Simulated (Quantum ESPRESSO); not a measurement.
V:

```
V
1.0
     2.60429    0.00000    0.00000
    -1.30215    2.25538    0.00000
     0.00000    0.00000    4.72334
V
2
Direct
  0.33333 0.66667 0.25000
  0.66667 0.33333 0.75000
```

This isn't the form of V at room conditions, which is bcc.

Base run:

- Program: Quantum ESPRESSO 7.5
- Functional: PBEsol
- Potentials or basis: GBRV 1.5 PBEsol
- Cutoff: 612 eV
- Density cutoff: 4898 eV
- k mesh: 12 × 12 × 6
- Occupations: fermi-dirac, width 0.05 eV
- Spin: collinear spin, antiferromagnetic start
- Starting moments: [2.0, -2.0] μB

Its results: band gap on the k mesh none (metal or under the smearing width); pressure -7.4 GPa; net moment 0.00 μB per cell.

Problem. The run is repeated on the same cell with these changes: hubbard terms from none to V d U = 3 eV. What comes out?

Solution. Band gap on the k mesh none (metal or under the smearing width); pressure 28.7 GPa; net moment 0.00 μB per cell; site moments V +2.40, -2.41 μB.

Caveats: a pressure of tens of GPa on the cell as given is suspect, and the run, the potentials or the cell itself is likely at fault (some runs); the U is typed as a test and isn't derived for this compound (some runs).

Not every run made on this cell is shown here.
